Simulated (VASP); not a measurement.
# PbSe (Clausthalite) (Fm-3m) in VASP: a series of runs, part 2 of 2

VASP 6.6.1. Earlier steps stand in the parts before.

### 3 Relaxation of cell and atoms, PBE

This run uses another cell than the first one, of 28.67 Å³/atom, 0.954 times its volume.

File INCAR:

```
SYSTEM = PbSe
PREC     = Accurate       ! precision mode
ENCUT    = 600            ! plane-wave cutoff, eV
EDIFF    = 1E-6           ! SCF threshold, eV
ISMEAR   = 0              ! smearing method
SIGMA    = 0.01           ! smearing width, eV
LREAL    = .False.        ! projectors in reciprocal space
LASPH    = .True.         ! aspherical terms in the spheres
NELM     = 80             ! most SCF steps
ALGO     = Normal         ! electronic algorithm
ISIF     = 3              ! what is computed and relaxed
LWAVE    = .False.        ! write WAVECAR
LCHARG   = .False.        ! write CHGCAR
GGA      = PE             ! functional
IBRION   = 2              ! ionic algorithm
NSW      = 100            ! ionic steps
EDIFFG   = -0.005         ! ionic threshold
```

File KPOINTS:

```
Automatic mesh
0
Gamma
  10 10 10
  0 0 0
```

File POSCAR:

```
PbSe
1.0
    0.0000000000      3.0606500000      3.0606500000
    3.0606500000      0.0000000000      3.0606500000
    3.0606500000      3.0606500000      0.0000000000
Pb Se
1 1
Direct
    0.0000000000      0.0000000000      0.0000000000
    0.5000000000      0.5000000000      0.5000000000
```

Potentials or basis: VASP PAW PBE potentials, release 64 (Pb_d, Se).

On the command line:

```sh
$ cat potpaw_PBE.64/Pb_d/POTCAR potpaw_PBE.64/Se/POTCAR > POTCAR
$ mpirun -np 1 vasp_std > vasp.out
```

OUTCAR:

```text
SYSTEM = PbSe
   PREC = Accurate
   ENCUT = 600
   EDIFF = 1E-6
   ISMEAR = 0
   LREAL = .False.
   LASPH = .True.
   NELM = 80
   ISIF = 3
   GGA = PE
   IBRION = 2
   NSW = 100
   EDIFFG = -0.005

 ion  position               nearest neighbor table
   1  0.000  0.000  0.000-   2 3.06   2 3.06   2 3.06   2 3.06   2 3.06   2 3.06
   2  0.500  0.500  0.500-   1 3.06   1 3.06   1 3.06   1 3.06   1 3.06   1 3.06

  LATTYP: Found a face centered cubic cell.
 ALAT       =     6.1213000000

  Lattice vectors:

 A1 = (   0.0000000000,   3.0606500000,   3.0606500000)
 A2 = (   3.0606500000,   0.0000000000,   3.0606500000)
 A3 = (   3.0606500000,   3.0606500000,   0.0000000000)

Analysis of symmetry for initial positions (statically):
=====================================================================
 Subroutine PRICEL returns:
 Original cell was already a primitive cell.

 Routine SETGRP: Setting up the symmetry group for a
 face centered cubic supercell.

 Subroutine GETGRP returns: Found 48 space group operations
 (whereof 48 operations were pure point group operations)
 out of a pool of 48 trial point group operations.

The static configuration has the point symmetry O_h .

Analysis of symmetry for dynamics (positions and initial velocities):
=====================================================================
 Subroutine PRICEL returns:
 Original cell was already a primitive cell.

 Routine SETGRP: Setting up the symmetry group for a
 face centered cubic supercell.

 Subroutine GETGRP returns: Found 48 space group operations
 (whereof 48 operations were pure point group operations)
 out of a pool of 48 trial point group operations.

The dynamic configuration has the point symmetry O_h .

 Subroutine INISYM returns: Found 48 space group operations
 (whereof 48 operations are pure point group operations),
 and found     1 'primitive' translations

----------------------------------------------------------------------------------------

                                     Primitive cell

  volume of cell :      57.3418

  direct lattice vectors                    reciprocal lattice vectors
     0.000000000  3.060650000  3.060650000    -0.163363991  0.163363991  0.163363991
     3.060650000  0.000000000  3.060650000     0.163363991 -0.163363991  0.163363991
     3.060650000  3.060650000  0.000000000     0.163363991  0.163363991 -0.163363991

  length of vectors
     4.328412740  4.328412740  4.328412740     0.282954733  0.282954733  0.282954733

  position of ions in fractional coordinates (direct lattice)
     0.000000000  0.000000000  0.000000000
     0.500000000  0.500000000  0.500000000

  ion indices of the primitive-cell ions
   primitive index   ion index
                 1           1
                 2           2

----------------------------------------------------------------------------------------

 KPOINTS: Automatic mesh

Automatic generation of k-mesh.
 Grid dimensions read from file:
 generate k-points for:   10   10   10

 Generating k-lattice:

  Cartesian coordinates                     Fractional coordinates (reciprocal lattice)
    -0.016336399  0.016336399  0.016336399     0.100000000  0.000000000  0.000000000
     0.016336399 -0.016336399  0.016336399     0.000000000  0.100000000  0.000000000
     0.016336399  0.016336399 -0.016336399     0.000000000  0.000000000  0.100000000

  Length of vectors
     0.028295473  0.028295473  0.028295473

  Shift w.r.t. Gamma in fractional coordinates (k-lattice)
     0.000000000  0.000000000  0.000000000

 Subroutine IBZKPT returns following result:
 ===========================================

 Found     47 irreducible k-points:

 Following reciprocal coordinates:
            Coordinates               Weight
  0.000000  0.000000  0.000000      1.000000
  0.100000  0.000000  0.000000      8.000000
  0.200000  0.000000  0.000000      8.000000
  0.300000  0.000000  0.000000      8.000000
  0.400000  0.000000  0.000000      8.000000
  0.500000  0.000000  0.000000      4.000000
[... 16 lines left out ...]
  0.300000  0.300000  0.000000      6.000000
  0.400000  0.300000  0.000000     24.000000
 [... further k-points ...]
   k-points           NKPTS =     47   k-points in BZ     NKDIM =     47   number of bands    NBANDS=     14
   number of dos      NEDOS =    301   number of ions     NIONS =      2
   total plane-waves  NPLWV =  46656
   dimension x,y,z NGX =    36 NGY =   36 NGZ =   36
   dimension x,y,z NGXF=    72 NGYF=   72 NGZF=   72
   ions per type =               1   1
   NGX,Y,Z   is equivalent  to a cutoff of  13.83, 13.83, 13.83 a.u.
   NGXF,Y,Z  is equivalent  to a cutoff of  27.65, 27.65, 27.65 a.u.
 SYSTEM =  PbSe
   PREC   = accura    normal or accurate (medium, high low for compatibility)
   ISTART =      0    job   : 0-new  1-cont  2-samecut
   ICHARG =      2    charge: 1-file 2-atom 10-const
   ISPIN  =      1    spin polarized calculation?
   LNONCOLLINEAR =      F non collinear calculations
   LSORBIT =      F    spin-orbit coupling
   LASPH  =      T    aspherical Exc in radial PAW
   ENCUT  =  600.0 eV  44.10 Ry    6.64 a.u.   8.64  8.64  8.64*2*pi/ulx,y,z
   NELM   =     80;   NELMIN=  2; NELMDL= -5     # of ELM steps
   EDIFF  = 0.1E-05   stopping-criterion for ELM
   LREAL  =      F    real-space projection
   EDIFFG = -.5E-02   stopping-criterion for IOM
   NSW    =    100    number of steps for IOM
   IBRION =      2    ionic relax: 0-MD 1-quasi-New 2-CG
   NFREE  =      1    steps in history (QN), initial steepest desc. (CG)
   ISIF   =      3    stress and relaxation
   ISYM   =      2    0-nonsym 1-usesym 2-fastsym
   POTIM  = 0.5000    time-step for ionic-motion
   TEBEG  =    0.0;   TEEND  =   0.0 temperature during run
   PSTRESS=    0.0 pullay stress
   NELECT =      20.0000    total number of electrons
   NUPDOWN=      -1.0000    fix difference up-down
   EMIN   =  10.00;   EMAX   =-10.00  energy-range for DOS
   EFERMI =   0.00;   METHOD = LEGACY
   ISMEAR =     0;   SIGMA  =   0.01  broadening in eV -4-tet -1-fermi 0-gaus
   EFERMI_NEDOS =   21; number of points for ismear=-14 and -15
   IALGO  =     38    algorithm
   IMIX   =      4    mixing-type and parameters
     AMIX     =   0.40;   BMIX     =  1.00
     AMIX_MAG =   1.60;   BMIX_MAG =  1.00
  volume/ion in A,a.u.               =      28.67       193.48
  Fermi-wavevector in a.u.,A,eV,Ry     =   1.152377  2.177676 18.068159  1.327972
  Thomas-Fermi vector in A             =   2.289028
   LORBIT       =      0    0 simple, 1 ext, 2 COOP (PROOUT), +10 PAW based schemes
   GGA     = PE    functional components
   LHFCALC =     F    Hartree Fock is set to
   AEXX    =    0.0000 exact exchange contribution
   IVDW    =     0    specifies the selected vdW correction
   LEPSILON=     F    determine dielectric tensor
   LRPA    =     F    only Hartree local field effects (RPA)
 conjugate gradient relaxation of ions
 non-spin polarized calculation
 Gauss-broadening in eV      SIGMA  =   0.01
  energy-cutoff  :      600.00
  volume of cell :       57.34
 maximum number of plane-waves:      1936
   NGX = 17   NGY = 17   NGZ = 17

--------------------------------------- Ionic step        1  -------------------------------------------

 number of electron      20.0000001 magnetization

 Free energy of the ion-electron system (eV)
  ---------------------------------------------------
  ext. energy  EPLUGINS =         0.00000000
  ---------------------------------------------------
  free energy    TOTEN  =        -8.17759916 eV

  energy without entropy =       -8.17759916  energy(sigma->0) =       -8.17759916

 E-fermi :   5.1684     XC(G=0):  -9.5299

 val. band max:        5.0701521138   @ k =   0.5000   0.0000   0.0000
 cond. band min:       5.3613874311   @ k =   0.5000   0.0000   0.0000
 fundamental gap:      0.2912353173
 Fermi energy:         5.1684439310

 k-point     1 :       0.0000    0.0000    0.0000
  band No.  band energies     occupation
      1     -11.7678      2.00000
      2     -11.7678      2.00000
      3     -11.7678      2.00000
      4     -11.7638      2.00000
      5     -11.7638      2.00000
      6      -8.5246      2.00000
      7      -1.2350      2.00000
      8       3.1910      2.00000
      9       3.1910      2.00000
     10       3.1910      2.00000
     11       9.7808      0.00000
     12       9.7808      0.00000
     13       9.7808      0.00000
     14      11.5851      0.00000
[... 460 lines left out ...]
  energy  without entropy=       -8.1957755912  energy(sigma->0) =       -8.19577559

--------------------------------------- Ionic step        3  -------------------------------------------

 number of electron      20.0000002 magnetization

 Free energy of the ion-electron system (eV)
  ---------------------------------------------------
  ext. energy  EPLUGINS =         0.00000000
  ---------------------------------------------------
  free energy    TOTEN  =        -8.19789782 eV

  energy without entropy =       -8.19789782  energy(sigma->0) =       -8.19789782

 E-fermi :   4.5940     XC(G=0):  -9.3141

 val. band max:        4.4659440656   @ k =   0.5000   0.0000   0.0000
 cond. band min:       4.9041973102   @ k =   0.5000   0.0000   0.0000
 fundamental gap:      0.4382532446
 Fermi energy:         4.5939969989

 k-point     1 :       0.0000    0.0000    0.0000
  band No.  band energies     occupation
      1     -12.2684      2.00000
      2     -12.2684      2.00000
      3     -12.2684      2.00000
      4     -12.2622      2.00000
      5     -12.2622      2.00000
      6      -8.7065      2.00000
      7      -1.8775      2.00000
      8       2.8314      2.00000
      9       2.8314      2.00000
     10       2.8314      2.00000
     11       9.1051      0.00000
     12       9.1051      0.00000
     13       9.1051      0.00000
     14      11.1158      0.00000
[... 420 lines left out ...]
  FREE ENERGIE OF THE ION-ELECTRON SYSTEM (eV)
  ---------------------------------------------------
  free  energy   TOTEN  =        -8.1978978212 eV

  energy  without entropy=       -8.1978978212  energy(sigma->0) =       -8.19789782

 reached required accuracy - stopping structural energy minimisation
```

Run time: 43 s. Hardware: 1 thread of Intel Xeon Platinum 8559C (Emerald Rapids), shared host; peak memory 0.25 GiB.

What came out:

| Item | Value |
| --- | --- |
| Free energy | -8.1979 eV |
| Relaxed volume | 30.05 Å³/atom |
| Relaxed cell | a = 4.397 Å, b = 4.397 Å, c = 4.397 Å, α = 60.00°, β = 60.00°, γ = 60.00° |
| Space group after relaxing (to 0.05 Å) | Fm-3m (No. 225) |
| Energy gained by relaxing | 10.1 meV/atom |
| Ionic steps | 3 |
| Pressure after relaxing | 0.0 GPa |
| Band gap on the k mesh | 0.44 eV, direct |

Step by step:
| step | energy change (eV) | largest force (eV/Å) | pressure (GPa) | volume (Å³) |
| --- | --- | --- | --- | --- |
| 1 | 0.0000 | 0.0000 | 2.45 | 57.34 |
| 2 | -0.0182 | 0.0000 | -0.71 | 61.05 |
| 3 | -0.0203 | 0.0000 | 0.02 | 60.11 |

Final structure:
```
Pb Se
1.0
     0.00000    3.10905    3.10905
     3.10905    0.00000    3.10905
     3.10905    3.10905    0.00000
Pb Se
1 1
Direct
  0.00000 0.00000 0.00000
  0.50000 0.50000 0.50000
```

Levels at points of the mesh, in eV from the valence-band top:
```
           k point  band 8  band 9  band 10  band 11  band 12  band 13
(0.00, 0.00, 0.00)   -1.63   -1.63    -1.63     4.64     4.64     4.64
(0.50, 0.00, 0.00)   -1.26   -1.26     0.00     0.44     1.83     1.83
(0.50, 0.50, 0.00)   -4.56   -2.91    -2.91     3.93     5.47     5.47
```

Caveat: spin-orbit coupling is left out, which moves the levels of the heavy elements.

### 4 Single point, PBE

This run uses another cell than the first one, of 28.67 Å³/atom, 0.954 times its volume.

File INCAR:

```
SYSTEM = PbSe
  ALGO = Normal
  EDIFF = 1E-6
  ENCUT = 500
  GGA = PE
  GGA_COMPAT = .FALSE.
  ISIF = 2
  ISMEAR = 0
  LASPH = .TRUE.
  LCHARG = .FALSE.
  LREAL = .FALSE.
  LWAVE = .FALSE.
  NBANDS = 17
  NELM = 120
  PREC = Accurate
  SIGMA = 0.1
```

File KPOINTS:

```
k-points
0
G
  6 6 6
  0 0 0
```

POSCAR is that of step 3.

On the command line:

```sh
$ cat potpaw_PBE.64/Pb_d/POTCAR potpaw_PBE.64/Se/POTCAR > POTCAR
$ mpirun -np 1 vasp_std > vasp.out
```

It took 7.9 s on 1 thread of AMD EPYC 9R45 (Zen 5), shared host; peak memory 0.15 GiB.

Results (log left out):

```
Free energy            : -8.1813 eV
Pressure               : 2.4 GPa
Band gap on the k mesh : 0.29 eV, direct
```

Levels at points of the mesh, in eV from the valence-band top:
```
           k point  band 7  band 8  band 9  band 10  band 11  band 12  band 13  band 14
(0.00, 0.00, 0.00)   -6.30   -1.88   -1.88    -1.88     4.71     4.71     4.71     6.52
(0.50, 0.00, 0.00)   -8.80   -1.47   -1.47     0.00     0.29     1.70     1.70     8.55
(0.50, 0.50, 0.00)   -7.38   -4.98   -3.24    -3.24     3.69     5.61     5.61     6.05
```

Caveat: spin-orbit coupling is left out, which moves the levels of the heavy elements.

### 5 Summary

| task | cell | k mesh | cutoff (eV) | smearing | gap on the mesh (eV) | pressure (GPa) |
| --- | --- | --- | --- | --- | --- | --- |
| single point | a = 4.397 Å, angles 60.0°, 2 atoms | 10 × 10 × 10 | 520 | gaussian 0.01 eV | 0.44 | 0.0 |
| relaxation of cell and atoms | relaxed from a = 4.328 Å, angles 60.0°, 2 atoms | 10 × 10 × 10 | 600 | gaussian 0.01 eV | 0.44 | 0.0 |
| single point | a = 4.328 Å, angles 60.0°, 2 atoms | 6 × 6 × 6 | 500 | gaussian 0.1 eV | 0.29 | 2.4 |

Alike in all rows: level PBE; potentials or basis VASP PAW PBE potentials, release 64 (Pb_d, Se); no spin polarisation.

Caveats: spin-orbit coupling is left out, which moves the levels of the heavy elements.

Absolute energies hang on the potentials; compare differences alone.

### 6 Comparison with measurements

Step 2. A measured gap of PbSe is 0.15 eV (direct; 4.2 K; a printed reference work, monograph); the calculated 0.44 eV misses it by +0.29 eV. 2 values of this kind are on record (0.15 to 0.28 eV); this one was drawn at random. Spin-orbit coupling on Pb, Se is left out. The value is that of PBE on a finite k mesh, which can miss the band edges, without temperature or zero-point motion.

Step 4. Against the measured gap of PbSe, 0.28 eV (direct; 300 K; a printed reference work, monograph), the calculated 0.29 eV is off by +0.01 eV. 2 values of this kind are on record (0.15 to 0.28 eV); this one was drawn at random. Spin-orbit coupling on Pb, Se is left out. The value is that of PBE on a finite k mesh, which can miss the band edges, without temperature or zero-point motion.
